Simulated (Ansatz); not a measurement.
**Te under changes of volume**

One of the cells (33.925 Å³/atom); the others are scaled copies at fixed shape and fractional positions:

```
Te
1.0
     4.45400    0.00000    0.00000
    -2.22700    3.85728    0.00000
     0.00000    0.00000    5.92400
Te
3
Direct
  0.73100 0.73100 0.00000
  0.00000 0.26900 0.66667
  0.26900 0.00000 0.33333
```

- Program: Ansatz 0.2.0
- Functional: r2SCAN
- Potentials or basis: Ansatz PAW
- Cutoff: 500 eV (not typed: the program's choice for these potentials)
- k mesh: 7 × 7 × 5
- Occupations: fermi-dirac, width 0.05 eV
- Spin: no spin polarisation

```csv
volume (Å³/atom),energy over the lowest point (meV/atom),pressure (GPa),gap on the mesh (eV),largest force (eV/Å)
31.890,35.34,4.6,0.70,0.262
32.568,18.79,3.2,0.72,0.137
33.247,?,?,?,?
33.925,1.66,0.9,0.76,0.089
34.604,0.00,-0.1,0.77,0.190
35.282,2.30,-1.0,0.79,0.285
35.961,8.15,-1.8,0.80,0.373
```

Question: What does the run at 33.247 Å³/atom give?

Answer: Energy over the lowest point 7.75 meV/atom; pressure 2.0 GPa; gap on the mesh 0.74 eV; largest force 0.020 eV/Å.

Worked out: A Birch-Murnaghan fit of order 3 (a polynomial in V^(-2/3)) to the other rows has its minimum at 34.54 Å³/atom with B0 = V·E''(V) = 48 GPa and B' = 4.6 at fixed shape and positions, which overstates the stiffness. It gives 7.75 meV/atom at 33.247 Å³/atom, against the run's 7.75, and -dE/dV = 2.0 GPa, against 2.0. A straight line through the other rows of the gap, of slope 0.844 eV per unit of ln V, gives 0.74 eV, against the run's 0.74.

Energies are extrapolated to zero smearing.

Caveats: odd divisions of the mesh miss points on the zone boundary, where band edges often lie, so the gap on the mesh can be too wide; spin-orbit coupling is left out, which moves the levels of the heavy elements; the PAW data sets come from PBE, with cores solved anew for the run's functional, which leaves a small shift of forces and pressure.

A mesh can miss the band edges.
